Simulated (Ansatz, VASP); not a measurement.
## Two plane-wave programs on PbS

```
Pb S
1.0
     4.08970    0.00000    0.00000
    -2.04485    3.54178    0.00000
     0.00000    0.00000    3.78817
Pb S
1 1
Direct
  0.00000 0.00000 0.00000
  0.66667 0.33333 0.50000
```

Measurements of this composition are mostly on another form, of space group No. 225.

Alike in both runs: task relaxation of cell and atoms; functional revPBE; k mesh 8 × 8 × 7; occupations fermi-dirac, width 0.05 eV; no spin polarisation.

|  | VASP | Ansatz |
| --- | --- | --- |
| version | VASP 6.6.1 | Ansatz 0.2.0 |
| potentials or method | VASP PAW PBE potentials, release 64 (Pb_d, S) | Ansatz PAW |
| plane-wave cutoff (eV) | 600 | 420 |
| valence electrons in the cell | 20 | 20 |

```csv
,VASP,Ansatz,Ansatz less VASP
"gap on the k mesh at the Fermi level, each at its own relaxed structure (eV)",0.39,0.40,+0.002
relaxed volume (Å³/atom),28.21,28.25,+0.035
relaxed cell length with the largest relative difference (Å),4.135,4.137,+0.0024
energy change over the relaxation (meV/atom),-3,-3,-0.2
```

Caveats: spin-orbit coupling is left out, which as a rule narrows the gap of such compounds by several tenths of an eV; the PAW data sets were made with another functional, which shifts forces and pressure a little (VASP); an odd mesh through Γ misses points on the zone boundary, where band edges often lie (VASP); odd divisions of the mesh miss points on the zone boundary, where band edges often lie, so the gap on the mesh can be too wide (Ansatz); the plane-wave basis is chosen anew once the cell has moved, so the energies of steps on either side of that aren't comparable (Ansatz); the PAW data sets come from PBE, with cores solved anew for the run's functional, which leaves a small shift of forces and pressure (Ansatz).
